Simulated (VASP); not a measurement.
# Mg2Si (Fm-3m) in VASP: further runs

One crystal, Mg2Si, is run at these levels: PBEsol, LDA, PBE; tasks: relaxation of cell and atoms.

Program: VASP 6.6.1. These are calculated values, not measurements. Logs are shortened: lines on timing, memory, paths and dates and some standing lists are left out, and cuts for length are marked.

### Step 1. Starting point

It takes space group Fm-3m (No. 225, cubic). The conventional cell has a = 6.340 Å, b = 6.340 Å, c = 6.340 Å, α = 90.00°, β = 90.00°, γ = 90.00°. Mg (site symmetry -43m) has 4 Si at 2.75 Å as nearest neighbours. Si (site symmetry m-3m) has 8 Mg at 2.75 Å as nearest neighbours.

The cell is a database's computed one.

### Step 2. Relaxation of cell and atoms, PBEsol

Contents of INCAR:

```
SYSTEM = Mg2Si
  PREC = Accurate
  ENCUT = 600
  EDIFF = 1E-7
  ISMEAR = 0
  SIGMA = 0.1
  LREAL = .FALSE.
  LASPH = .TRUE.
  NELM = 60
  ALGO = Fast
  ISIF = 3
  LWAVE = .FALSE.
  LCHARG = .FALSE.
  GGA = PS
  IBRION = 2
  NSW = 90
  EDIFFG = -0.005
```

Contents of KPOINTS:

```
Automatic mesh
0
G
  10 10 10
  0 0 0
```

Contents of POSCAR:

```
Mg2Si
1.0
    0.0000000000      3.1698179200      3.1698179200
    3.1698179200      0.0000000000      3.1698179200
    3.1698179200      3.1698179200      0.0000000000
Mg Si
2 1
Direct
    0.2500000000      0.2500000000      0.2500000000
    0.7500000000      0.7500000000      0.7500000000
    0.0000000000      0.0000000000      0.0000000000
```

Potentials or basis: VASP PAW PBE potentials, release 64 (Mg, Si).

Started as:

```console
> cat potpaw_PBE.64/Mg/POTCAR potpaw_PBE.64/Si/POTCAR > POTCAR
> mpirun -np 1 vasp_std > vasp.out
```

OUTCAR:

```text
SYSTEM = Mg2Si
   PREC = Accurate
   ENCUT = 600
   EDIFF = 1E-7
   ISMEAR = 0
   LREAL = .FALSE.
   LASPH = .TRUE.
   NELM = 60
   ISIF = 3
   GGA = PS
   IBRION = 2
   NSW = 90
   EDIFFG = -0.005

 ion  position               nearest neighbor table
   1  0.250  0.250  0.250-   3 2.75   3 2.75   3 2.75   3 2.75   2 3.17   2 3.17   2 3.17   2 3.17
                             2 3.17   2 3.17
   2  0.750  0.750  0.750-   3 2.75   3 2.75   3 2.75   3 2.75   1 3.17   1 3.17   1 3.17   1 3.17
                             1 3.17   1 3.17
   3  0.000  0.000  0.000-   2 2.75   2 2.75   2 2.75   1 2.75   2 2.75   1 2.75   1 2.75   1 2.75

  LATTYP: Found a face centered cubic cell.
 ALAT       =     6.3396358400

  Lattice vectors:

 A1 = (   0.0000000000,   3.1698179200,   3.1698179200)
 A2 = (   3.1698179200,   0.0000000000,   3.1698179200)
 A3 = (   3.1698179200,   3.1698179200,   0.0000000000)

Analysis of symmetry for initial positions (statically):
=====================================================================
 Subroutine PRICEL returns:
 Original cell was already a primitive cell.

 Routine SETGRP: Setting up the symmetry group for a
 face centered cubic supercell.

 Subroutine GETGRP returns: Found 48 space group operations
 (whereof 48 operations were pure point group operations)
 out of a pool of 48 trial point group operations.

The static configuration has the point symmetry O_h .

Analysis of symmetry for dynamics (positions and initial velocities):
=====================================================================
 Subroutine PRICEL returns:
 Original cell was already a primitive cell.

 Routine SETGRP: Setting up the symmetry group for a
 face centered cubic supercell.

 Subroutine GETGRP returns: Found 48 space group operations
 (whereof 48 operations were pure point group operations)
 out of a pool of 48 trial point group operations.

The dynamic configuration has the point symmetry O_h .

 Subroutine INISYM returns: Found 48 space group operations
 (whereof 48 operations are pure point group operations),
 and found     1 'primitive' translations

----------------------------------------------------------------------------------------

                                     Primitive cell

  volume of cell :      63.6990

  direct lattice vectors                    reciprocal lattice vectors
     0.000000000  3.169817920  3.169817920    -0.157737767  0.157737767  0.157737767
     3.169817920  0.000000000  3.169817920     0.157737767 -0.157737767  0.157737767
     3.169817920  3.169817920  0.000000000     0.157737767  0.157737767 -0.157737767

  length of vectors
     4.482799493  4.482799493  4.482799493     0.273209826  0.273209826  0.273209826

  position of ions in fractional coordinates (direct lattice)
     0.250000000  0.250000000  0.250000000
     0.750000000  0.750000000  0.750000000
     0.000000000  0.000000000  0.000000000

  ion indices of the primitive-cell ions
   primitive index   ion index
                 1           1
                 2           2
                 3           3

----------------------------------------------------------------------------------------

 KPOINTS: Automatic mesh

Automatic generation of k-mesh.
 Grid dimensions read from file:
 generate k-points for:   10   10   10

 Generating k-lattice:

  Cartesian coordinates                     Fractional coordinates (reciprocal lattice)
    -0.015773777  0.015773777  0.015773777     0.100000000  0.000000000  0.000000000
     0.015773777 -0.015773777  0.015773777     0.000000000  0.100000000  0.000000000
     0.015773777  0.015773777 -0.015773777     0.000000000  0.000000000  0.100000000
[... 69 lines left out ...]
   NUPDOWN=      -1.0000    fix difference up-down
   EMIN   =  10.00;   EMAX   =-10.00  energy-range for DOS
   EFERMI =   0.00;   METHOD = LEGACY
   ISMEAR =     0;   SIGMA  =   0.10  broadening in eV -4-tet -1-fermi 0-gaus
   EFERMI_NEDOS =   21; number of points for ismear=-14 and -15
   IALGO  =     68    algorithm
   IMIX   =      4    mixing-type and parameters
     AMIX     =   0.40;   BMIX     =  1.00
     AMIX_MAG =   1.60;   BMIX_MAG =  1.00
  volume/ion in A,a.u.               =      21.23       143.29
  Fermi-wavevector in a.u.,A,eV,Ry     =   0.819836  1.549266  9.144906  0.672132
  Thomas-Fermi vector in A             =   1.930712
   LORBIT       =      0    0 simple, 1 ext, 2 COOP (PROOUT), +10 PAW based schemes
   GGA     = PS    functional components
   LHFCALC =     F    Hartree Fock is set to
   AEXX    =    0.0000 exact exchange contribution
   IVDW    =     0    specifies the selected vdW correction
   LEPSILON=     F    determine dielectric tensor
   LRPA    =     F    only Hartree local field effects (RPA)
 conjugate gradient relaxation of ions
 non-spin polarized calculation
 RMM-DIIS sequential band-by-band and
 Gauss-broadening in eV      SIGMA  =   0.10
  energy-cutoff  :      600.00
  volume of cell :       63.70
 maximum number of plane-waves:      2154
   NGX = 17   NGY = 17   NGZ = 17

--------------------------------------- Ionic step        1  -------------------------------------------

 number of electron       8.0000000 magnetization

 Free energy of the ion-electron system (eV)
  ---------------------------------------------------
  ext. energy  EPLUGINS =         0.00000000
  ---------------------------------------------------
  free energy    TOTEN  =        -9.67197097 eV

  energy without entropy =       -9.67160154  energy(sigma->0) =       -9.67178626

------------------------ aborting loop because EDIFF is reached ----------------------------------------

  FORCE on cell =-STRESS in cart. coord.  units (eV):
  Direction    XX          YY          ZZ          XY          YZ          ZX
  --------------------------------------------------------------------------------------
  -------------------------------------------------------------------------------------
  Total       -0.1578319     -0.1578319     -0.1578319      0.0000000      0.0000000     -0.0000000
  in kB       -3.9698355     -3.9698355     -3.9698355      0.0000000      0.0000000     -0.0000000
  external PRESSURE =      -3.9698355 kB  Pullay stress =       0.0000000 kB

 VOLUME and BASIS-vectors are now :
 -----------------------------------------------------------------------------
  energy-cutoff  :      600.00
  volume of cell :       63.70
      direct lattice vectors                 reciprocal lattice vectors
     0.000000000  3.169817920  3.169817920    -0.157737767  0.157737767  0.157737767
     3.169817920  0.000000000  3.169817920     0.157737767 -0.157737767  0.157737767
     3.169817920  3.169817920  0.000000000     0.157737767  0.157737767 -0.157737767

 POSITION                                       TOTAL-FORCE (eV/Angst)
 -----------------------------------------------------------------------------------
      1.58491      1.58491      1.58491        -0.000000     -0.000000     -0.000000
      4.75473      4.75473      4.75473         0.000000      0.000000      0.000000
      0.00000      0.00000      0.00000         0.000000     -0.000000     -0.000000
 -----------------------------------------------------------------------------------
    total drift:                               -0.000000     -0.000000     -0.000000

  FREE ENERGIE OF THE ION-ELECTRON SYSTEM (eV)
  ---------------------------------------------------
  free  energy   TOTEN  =        -9.6719709667 eV

  energy  without entropy=       -9.6716015445  energy(sigma->0) =       -9.67178626

--------------------------------------- Ionic step        2  -------------------------------------------

 number of electron       8.0000000 magnetization

 Free energy of the ion-electron system (eV)
  ---------------------------------------------------
  ext. energy  EPLUGINS =         0.00000000
  ---------------------------------------------------
  free energy    TOTEN  =        -9.67254049 eV

  energy without entropy =       -9.67214519  energy(sigma->0) =       -9.67234284

 E-fermi :   3.7023     XC(G=0):  -8.9185

 val. band max:        3.6290542356   @ k =   0.0000   0.0000   0.0000
 cond. band min:       3.7403215139   @ k =   0.5000   0.5000   0.0000
 fundamental gap:      0.1112672783
 Fermi energy:         3.7022805256

 k-point     1 :       0.0000    0.0000    0.0000
  band No.  band energies     occupation
      1      -5.5464      2.00000
      2       3.6291      1.69960
      3       3.6291      1.69960
      4       3.6291      1.69960
      5       5.5201      0.00000
      6       6.1911      0.00000
      7       6.1911      0.00000
      8       6.1911      0.00000
[... 243 lines left out ...]
 k-point    24 :       0.4000    0.3000    0.0000
  band No.  band energies     occupation
      1      -4.1533      2.00000
      2       0.0471      2.00000
      3       1.5896      2.00000
      4       1.9654      2.00000
      5       4.3981      0.00000
      6       4.9377      0.00000
      7       9.1220      0.00000
      8       9.2043      0.00000

 [... further k-points ...]

------------------------ aborting loop because EDIFF is reached ----------------------------------------

  FORCE on cell =-STRESS in cart. coord.  units (eV):
  Direction    XX          YY          ZZ          XY          YZ          ZX
  --------------------------------------------------------------------------------------
  -------------------------------------------------------------------------------------
  Total        0.0112406      0.0112406      0.0112406     -0.0000000     -0.0000000      0.0000000
  in kB        0.2848910      0.2848910      0.2848910     -0.0000000     -0.0000000      0.0000000
  external PRESSURE =       0.2848910 kB  Pullay stress =       0.0000000 kB

 VOLUME and BASIS-vectors are now :
 -----------------------------------------------------------------------------
  energy-cutoff  :      600.00
  volume of cell :       63.22
      direct lattice vectors                 reciprocal lattice vectors
     0.000000000  3.161772678  3.161772678    -0.158139136  0.158139136  0.158139136
     3.161772678  0.000000000  3.161772678     0.158139136 -0.158139136  0.158139136
     3.161772678  3.161772678  0.000000000     0.158139136  0.158139136 -0.158139136

 POSITION                                       TOTAL-FORCE (eV/Angst)
 -----------------------------------------------------------------------------------
      1.58089      1.58089      1.58089         0.000000      0.000000      0.000000
      4.74266      4.74266      4.74266        -0.000000     -0.000000     -0.000000
      0.00000      3.16177      3.16177        -0.000000      0.000000      0.000000
 -----------------------------------------------------------------------------------
    total drift:                               -0.000000     -0.000000     -0.000000

  FREE ENERGIE OF THE ION-ELECTRON SYSTEM (eV)
  ---------------------------------------------------
  free  energy   TOTEN  =        -9.6725404878 eV

  energy  without entropy=       -9.6721451911  energy(sigma->0) =       -9.67234284

 reached required accuracy - stopping structural energy minimisation
```

Wall time 19 s (1 thread of Intel Xeon 6975P-C (Granite Rapids), shared host); peak memory 0.22 GiB.

Results:

* Free energy: -9.6725 eV
* Relaxed volume: 21.07 Å³/atom
* Relaxed cell: a = 4.471 Å, b = 4.471 Å, c = 4.471 Å, α = 60.00°, β = 60.00°, γ = 60.00°
* Space group after relaxing (to 0.05 Å): Fm-3m (No. 225)
* Energy gained by relaxing: 0.2 meV/atom
* Ionic steps: 2
* Pressure after relaxing: 0.0 GPa
* Band gap on the k mesh: 0.11 eV, indirect (least direct gap 1.89 eV)

The path:
| step | energy change (eV) | largest force (eV/Å) | pressure (GPa) | volume (Å³) |
| --- | --- | --- | --- | --- |
| 1 | 0.0000 | 0.0000 | -0.40 | 63.70 |
| 2 | -0.0006 | 0.0000 | 0.03 | 63.22 |

Final structure:
```
Mg Si
1.0
     0.00000    3.16177    3.16177
     3.16177    0.00000    3.16177
     3.16177    3.16177    0.00000
Mg Si
2 1
Direct
  0.25000 0.25000 0.25000
  0.75000 0.75000 0.75000
  0.00000 0.00000 0.00000
```

Caveat: the PAW data sets were made with another functional, which shifts forces and pressure a little.

[end of part 1 of 2]
